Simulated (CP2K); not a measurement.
Crystal: In2O3.

```
In O
1.0
     5.78179    0.00000    0.00000
     3.17817    4.82994    0.00000
     3.17817    1.71322    4.51588
In O
4 6
Direct
  0.85731 0.85731 0.85731
  0.64269 0.64269 0.64269
  0.14269 0.14269 0.14269
  0.35731 0.35731 0.35731
  0.04800 0.75000 0.45200
  0.75000 0.45200 0.04800
  0.45200 0.04800 0.75000
  0.95200 0.25000 0.54800
  0.25000 0.54800 0.95200
  0.54800 0.95200 0.25000
```

Base run:

* Program: CP2K 2026.2
* Functional: PBEsol
* Potentials or basis: GTH_SOC_POTENTIALS In GTH-PBE-q13, O GTH-PBE-q6; DZVP-MOLOPT-SR-GTH basis
* Density cutoff: 8163 eV
* k mesh: 5 × 5 × 5
* Occupations: fermi-dirac, width 0.05 eV
* Spin: spin-orbit coupling, no magnetisation

Its results: pressure 5.9 GPa; largest force 0.231 eV/Å.

Q: The run is repeated on the same cell with these changes: functional from PBEsol to PBE. What comes out?

A: Pressure 11.4 GPa; largest force 0.182 eV/Å.

PBE binds less tightly than PBEsol, so the same cell stands under more pressure.

Caveats: the basis of atomic orbitals isn't converged, which shifts pressures, moduli and gaps; the potentials were made for another functional, which shifts forces and pressure (some runs).
